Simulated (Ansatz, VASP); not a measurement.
InAs in VASP and in Ansatz

Contents of INCAR:

```
PREC = Accurate
ENCUT = 520
EDIFF = 1E-6
ISMEAR = -1
SIGMA = 0.05
LREAL = False
LASPH = True
NELM = 100
ALGO = Normal
ISIF = 2
LWAVE = False
LCHARG = False
GGA = PE
NBANDS = 16
```

File KPOINTS:

```
regular mesh
0
Gamma
  8 8 8
```

The input POSCAR:

```
InAs
1.0
    0.0000000000      3.0180000000      3.0180000000
    3.0180000000      0.0000000000      3.0180000000
    3.0180000000      3.0180000000      0.0000000000
In As
1 1
Direct
    0.0000000000      0.0000000000      0.0000000000
    0.7500000000      0.7500000000      0.7500000000
```

Contents of KPOINTS_OPT:

```
path GXWKGLUWLK,UX
20
line-mode
reciprocal
 0.0000000000  0.0000000000  0.0000000000  G
 0.5000000000  0.0000000000  0.5000000000  X

 0.5000000000  0.0000000000  0.5000000000  X
 0.5000000000  0.2500000000  0.7500000000  W

 0.5000000000  0.2500000000  0.7500000000  W
 0.3750000000  0.3750000000  0.7500000000  K

 0.3750000000  0.3750000000  0.7500000000  K
 0.0000000000  0.0000000000  0.0000000000  G

 0.0000000000  0.0000000000  0.0000000000  G
 0.5000000000  0.5000000000  0.5000000000  L

 0.5000000000  0.5000000000  0.5000000000  L
 0.6250000000  0.2500000000  0.6250000000  U

 0.6250000000  0.2500000000  0.6250000000  U
 0.5000000000  0.2500000000  0.7500000000  W

 0.5000000000  0.2500000000  0.7500000000  W
 0.5000000000  0.5000000000  0.5000000000  L

 0.5000000000  0.5000000000  0.5000000000  L
 0.3750000000  0.3750000000  0.7500000000  K

 0.6250000000  0.2500000000  0.6250000000  U
 0.5000000000  0.0000000000  0.5000000000  X
```

File input.yaml:

```yaml
crystal:
  lattice:
    - [0.0, 3.018, 3.018]
    - [3.018, 0.0, 3.018]
    - [3.018, 3.018, 0.0]
  atoms:
    - { symbol: In, position: [0.0, 0.0, 0.0] }
    - { symbol: As, position: [0.75, 0.75, 0.75] }
hamiltonian:
  xc: pbe
  pseudopotentials: { kind: paw }
kpoints:
  mp_grid: { grid: [8, 8, 8] }
  band_path:
    path:
      - [[0.0, 0.0, 0.0], [0.5, 0.0, 0.5], [0.5, 0.25, 0.75], [0.375, 0.375, 0.75], [0.0, 0.0, 0.0], [0.5, 0.5, 0.5], [0.625, 0.25, 0.625], [0.5, 0.25, 0.75], [0.5, 0.5, 0.5], [0.375, 0.375, 0.75]]
      - [[0.625, 0.25, 0.625], [0.5, 0.0, 0.5]]
    npoints: 14
scf:
  occupations: { method: fermi_dirac, width: 0.05 }
  n_extra_bands: 6
output:
  forces: true
  stress: true
  eigenvalues: true
  fatbands: false
```

Alike in both runs: task band structure; functional PBE; k mesh 8 × 8 × 8; occupations fermi-dirac, width 0.05 eV; no spin polarisation.

|  | VASP | Ansatz |
| --- | --- | --- |
| version | VASP 6.6.1 | Ansatz 0.2.0 |
| potentials or method | VASP PAW PBE potentials, release 64 (In_d, As) | Ansatz PAW |
| plane-wave cutoff (eV) | 520 | 420 |
| valence electrons in the cell | 18 | 28 |

Ansatz gave:

* gap on the k mesh at the Fermi level (eV): none
* pressure (GPa): 4.3

Question: Which values does VASP return?

Answer: gap on the k mesh at the Fermi level (eV): none; pressure (GPa): 4.4.

A gap of «none» marks a metal or a gap that the smearing closes. The functional is the same, so the differences come from potentials, cutoffs and numerics. The two sets of potentials don't hold the same shells in valence.

Caveats: spin-orbit coupling is left out, which moves the levels of the heavy elements; this crystal is a semiconductor, whose small gap the functional closes, so the metal is an error of the method.
